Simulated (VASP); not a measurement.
# BAs (F-43m) in VASP: a series of runs

Aim: see how the results for BAs move with the level of theory and the settings. Levels: LDA, PBE. Tasks: phonons, dielectric tensor, band structure.

Program: VASP 6.6.1. These are calculated values, not measurements. Logs are shortened: lines on timing, memory, paths and dates and some standing lists are left out, and cuts for length are marked.

## 1. Starting point

The structure is cubic, space group F-43m (No. 216). Conventional cell: a = 4.742 Å, b = 4.742 Å, c = 4.742 Å, α = 90.00°, β = 90.00°, γ = 90.00°. B (site symmetry -43m) has 4 As at 2.05 Å as nearest neighbours. Around As (site symmetry -43m) lie 4 B at 2.05 Å.

## 2. Phonons, LDA

The input, POSCAR:

```
BAs
1.0
    0.0000000000      2.3711456976      2.3711456976
    2.3711456976      0.0000000000      2.3711456976
    2.3711456976      2.3711456976      0.0000000000
  B               As
     1     1
Direct
     0.0000000000000000    0.0000000000000000    0.0000000000000000
     0.2500000000000000    0.2500000000000000    0.2500000000000000
```

The input, INCAR.step1:

```
SYSTEM = BAs
ALGO = Normal
EDIFF = 1E-8
EDIFFG = -0.002
ENCUT = 600
IBRION = 2
ISIF = 3
ISMEAR = 0
LASPH = .TRUE.
LCHARG = .FALSE.
LREAL = .FALSE.
LWAVE = .FALSE.
NELM = 80
NSW = 40
PREC = Accurate
SIGMA = 0.03
```

The input, INCAR.step2:

```
SYSTEM = BAs
ALGO = Normal
EDIFF = 1E-8
ENCUT = 600
IBRION = 6
ISIF = 2
ISMEAR = 0
LASPH = .TRUE.
LCHARG = .FALSE.
LREAL = .FALSE.
LWAVE = .FALSE.
NELM = 80
NFREE = 2
NSW = 1
POTIM = 0.015
PREC = Accurate
SIGMA = 0.03
```

The input, KPOINTS:

```
k-points
0
G
  10 10 10
  0 0 0
```

Potentials or basis: VASP PAW LDA potentials, release 64 (B, As).

On the command line:

```bash
$ cat potpaw_LDA.64/B/POTCAR potpaw_LDA.64/As/POTCAR > POTCAR
$ cp INCAR.step1 INCAR
$ mpirun -np 1 vasp_std > vasp.out
$ cp CONTCAR POSCAR
$ cp INCAR.step2 INCAR
$ mpirun -np 1 vasp_std > vasp.out
```

OUTCAR:

```text
SYSTEM = BAs
   EDIFF = 1E-8
   ENCUT = 600
   IBRION = 6
   ISIF = 2
   ISMEAR = 0
   LASPH = .TRUE.
   LREAL = .FALSE.
   NELM = 80
   NFREE = 2
   NSW = 1
   POTIM = 0.015
   PREC = Accurate

 ion  position               nearest neighbor table
   1  0.000  0.000  0.000-   2 2.05   2 2.05   2 2.05   2 2.05
   2  0.250  0.250  0.250-   1 2.05   1 2.05   1 2.05   1 2.05

  LATTYP: Found a face centered cubic cell.
 ALAT       =     4.7422913952

  Lattice vectors:

 A1 = (   0.0000000000,   2.3711456976,   2.3711456976)
 A2 = (   2.3711456976,   0.0000000000,   2.3711456976)
 A3 = (   2.3711456976,   2.3711456976,   0.0000000000)

Analysis of symmetry for initial positions (statically):
=====================================================================
 Subroutine PRICEL returns:
 Original cell was already a primitive cell.

 Routine SETGRP: Setting up the symmetry group for a
 face centered cubic supercell.

 Subroutine GETGRP returns: Found 24 space group operations
 (whereof 24 operations were pure point group operations)
 out of a pool of 48 trial point group operations.

The static configuration has the point symmetry T_d .

Analysis of symmetry for dynamics (positions and initial velocities):
=====================================================================
 Subroutine PRICEL returns:
 Original cell was already a primitive cell.

 Routine SETGRP: Setting up the symmetry group for a
 face centered cubic supercell.

 Subroutine GETGRP returns: Found 24 space group operations
 (whereof 24 operations were pure point group operations)
 out of a pool of 48 trial point group operations.

The dynamic configuration has the point symmetry T_d .

 Subroutine INISYM returns: Found 24 space group operations
 (whereof 24 operations are pure point group operations),
 and found     1 'primitive' translations

----------------------------------------------------------------------------------------

                                     Primitive cell

  volume of cell :      26.6627

  direct lattice vectors                    reciprocal lattice vectors
     0.000000000  2.371145698  2.371145698    -0.210868527  0.210868527  0.210868527
     2.371145698  0.000000000  2.371145698     0.210868527 -0.210868527  0.210868527
     2.371145698  2.371145698  0.000000000     0.210868527  0.210868527 -0.210868527

  length of vectors
     3.353306404  3.353306404  3.353306404     0.365235002  0.365235002  0.365235002

  position of ions in fractional coordinates (direct lattice)
     0.000000000  0.000000000  0.000000000
     0.250000000  0.250000000  0.250000000

  ion indices of the primitive-cell ions
   primitive index   ion index
                 1           1
                 2           2

----------------------------------------------------------------------------------------

 KPOINTS: k-points

Automatic generation of k-mesh.
 Grid dimensions read from file:
 generate k-points for:   10   10   10

 Generating k-lattice:

  Cartesian coordinates                     Fractional coordinates (reciprocal lattice)
    -0.021086853  0.021086853  0.021086853     0.100000000  0.000000000  0.000000000
     0.021086853 -0.021086853  0.021086853     0.000000000  0.100000000  0.000000000
     0.021086853  0.021086853 -0.021086853     0.000000000  0.000000000  0.100000000

  Length of vectors
     0.036523500  0.036523500  0.036523500

  Shift w.r.t. Gamma in fractional coordinates (k-lattice)
     0.000000000  0.000000000  0.000000000

 Subroutine IBZKPT returns following result:
 ===========================================

[... 49 lines left out ...]
   EDIFFG = 0.1E-06   stopping-criterion for IOM
   NSW    =     61    number of steps for IOM
   IBRION =      6    ionic relax: 0-MD 1-quasi-New 2-CG
   NFREE  =      2    steps in history (QN), initial steepest desc. (CG)
   ISIF   =      2    stress and relaxation
   ISYM   =      2    0-nonsym 1-usesym 2-fastsym
   POTIM  = 0.0150    time-step for ionic-motion
   TEBEG  =    0.0;   TEEND  =   0.0 temperature during run
   PSTRESS=    0.0 pullay stress
   NELECT =       8.0000    total number of electrons
   NUPDOWN=      -1.0000    fix difference up-down
   EMIN   =  10.00;   EMAX   =-10.00  energy-range for DOS
   EFERMI =   0.00;   METHOD = LEGACY
   ISMEAR =     0;   SIGMA  =   0.03  broadening in eV -4-tet -1-fermi 0-gaus
   EFERMI_NEDOS =   21; number of points for ismear=-14 and -15
   IALGO  =     38    algorithm
   IMIX   =      4    mixing-type and parameters
     AMIX     =   0.40;   BMIX     =  1.00
     AMIX_MAG =   1.60;   BMIX_MAG =  1.00
  volume/ion in A,a.u.               =      13.33        89.96
  Fermi-wavevector in a.u.,A,eV,Ry     =   1.095982  2.071105 16.342986  1.201176
  Thomas-Fermi vector in A             =   2.232315
   LORBIT       =      0    0 simple, 1 ext, 2 COOP (PROOUT), +10 PAW based schemes
   GGA     = CA    functional components
   LHFCALC =     F    Hartree Fock is set to
   AEXX    =    0.0000 exact exchange contribution
   IVDW    =     0    specifies the selected vdW correction
   LEPSILON=     F    determine dielectric tensor
   LRPA    =     F    only Hartree local field effects (RPA)
 finite differences with symmetry
 non-spin polarized calculation
 Gauss-broadening in eV      SIGMA  =   0.03
  energy-cutoff  :      600.00
  volume of cell :       26.66
 maximum number of plane-waves:       908
   NGX = 13   NGY = 13   NGZ = 13

--------------------------------------- Ionic step        1  -------------------------------------------

 number of electron       8.0000000 magnetization

 Free energy of the ion-electron system (eV)
  ---------------------------------------------------
  ext. energy  EPLUGINS =         0.00000000
  ---------------------------------------------------
  free energy    TOTEN  =       -12.92737945 eV

  energy without entropy =      -12.92737945  energy(sigma->0) =      -12.92737945

------------------------ aborting loop because EDIFF is reached ----------------------------------------

  FORCE on cell =-STRESS in cart. coord.  units (eV):
  Direction    XX          YY          ZZ          XY          YZ          ZX
  --------------------------------------------------------------------------------------
  -------------------------------------------------------------------------------------
  Total       -0.0010928     -0.0010928     -0.0010928     -0.0000000      0.0000000     -0.0000000
  in kB       -0.0656670     -0.0656670     -0.0656670     -0.0000000      0.0000000     -0.0000000
  external PRESSURE =      -0.0656670 kB  Pullay stress =       0.0000000 kB
[... 131 lines left out ...]
--------------------------------------- Ionic step        5  -------------------------------------------

 number of electron       8.0000000 magnetization

 Free energy of the ion-electron system (eV)
  ---------------------------------------------------
  ext. energy  EPLUGINS =         0.00000000
  ---------------------------------------------------
  free energy    TOTEN  =       -12.92546273 eV

  energy without entropy =      -12.92546273  energy(sigma->0) =      -12.92546273

 E-fermi :   6.6447     XC(G=0): -10.8753

 val. band max:        6.5127738618   @ k =   0.0000   0.0000   0.0000
 cond. band min:       7.5064712352   @ k =   0.0000   0.4000   0.4000
 fundamental gap:      0.9936973733
 Fermi energy:         6.6446623106

 k-point     1 :       0.0000    0.0000    0.0000
  band No.  band energies     occupation
      1      -9.1709      2.00000
      2       6.2982      2.00000
      3       6.4066      2.00000
      4       6.5128      2.00000
      5       9.6006      0.00000
      6       9.6821      0.00000
      7       9.7666      0.00000
      8      11.3793      0.00000
[... 243 lines left out ...]
 k-point    24 :       0.4000    0.3000    0.0000
  band No.  band energies     occupation
      1      -6.4802      2.00000
      2      -0.0764      2.00000
      3       2.3677      2.00000
      4       2.8424      2.00000
      5       8.0362      0.00000
      6       9.7470      0.00000
      7      15.3288      0.00000
      8      15.5643      0.00000

 [... further k-points ...]
[... 5 lines left out ...]
  --------------------------------------------------------------------------------------
  -------------------------------------------------------------------------------------
  Total       -0.0007105      0.0029382      0.0029382      0.0000000      0.1164945      0.0000000
  in kB       -0.0426919      0.1765576      0.1765576      0.0000000      7.0002161      0.0000000
  external PRESSURE =       0.1034745 kB  Pullay stress =       0.0000000 kB
[... 17 lines left out ...]
  FREE ENERGIE OF THE ION-ELECTRON SYSTEM (eV)
  ---------------------------------------------------
  free  energy   TOTEN  =       -12.9254627258 eV

  energy  without entropy=      -12.9254627258  energy(sigma->0) =      -12.92546273

 INTERNAL STRAIN TENSORS FROM DISPLACED ATOMS
 ============================================

 INTERNAL STRAIN TENSOR FOR ION    1 for displacements in x,y,z  (eV/Angst):
          X           Y           Z          XY          YZ          ZX
  --------------------------------------------------------------------------------
  x     0.00000     0.00000     0.00000     0.00000     7.77477     0.00000
  y     0.00000     0.00000     0.00000     0.00000     0.00000     7.77477
  z     0.00000     0.00000     0.00000     7.77477     0.00000     0.00000

 INTERNAL STRAIN TENSOR FOR ION    2 for displacements in x,y,z  (eV/Angst):
          X           Y           Z          XY          YZ          ZX
  --------------------------------------------------------------------------------
  x    -0.00000    -0.00000    -0.00000     0.00000    -7.76566     0.00000
  y     0.00000     0.00000     0.00000     0.00000     0.00000    -7.76566
  z    -0.00000    -0.00000    -0.00000    -7.76566     0.00000     0.00000

 Eigenvectors and eigenvalues of the dynamical matrix
 ----------------------------------------------------

   1 f  =   20.991108 THz   131.891024 2PiTHz  700.188008 cm-1    86.812210 meV
             X         Y         Z           dx          dy          dz
      0.000000  0.000000  0.000000     0.000000    0.934823    0.000000
      1.185573  1.185573  1.185573     0.000000   -0.355114    0.000000
[... 21 lines left out ...]
   6 f/i=    0.000161 THz     0.001013 2PiTHz    0.005376 cm-1     0.000667 meV
             X         Y         Z           dx          dy          dz
      0.000000  0.000000  0.000000     0.000000   -0.355114    0.000000
      1.185573  1.185573  1.185573     0.000000   -0.934823    0.000000

 ELASTIC MODULI CONTR FROM IONIC RELAXATION (kBar)
 Direction    XX          YY          ZZ          XY          YZ          ZX
 --------------------------------------------------------------------------------
 XX          -0.0000     -0.0000     -0.0000     -0.0000     -0.0000      0.0000
 YY          -0.0000     -0.0000     -0.0000     -0.0000     -0.0000      0.0000
 ZZ          -0.0000     -0.0000     -0.0000     -0.0000     -0.0000      0.0000
 XY          -0.0000     -0.0000     -0.0000   -212.9943      0.0000      0.0000
 YZ          -0.0000     -0.0000     -0.0000      0.0000   -212.9943      0.0000
 ZX           0.0000      0.0000      0.0000      0.0000      0.0000   -212.9943
 --------------------------------------------------------------------------------
```

Wall time 60 s (1 thread of Intel Xeon Platinum 8488C (Sapphire Rapids), shared host); peak memory 0.21 GiB.

Results:

```
Highest phonon frequency at Γ, LO-TO splitting left out : 700 cm⁻¹
```

Phonon frequencies in cm⁻¹ (negative: imaginary):
| q point | frequencies |
| --- | --- |
| (0.000, 0.000, 0.000) | 0 0 0 700 700 700 |

(Part 1 of 2 ends here.)
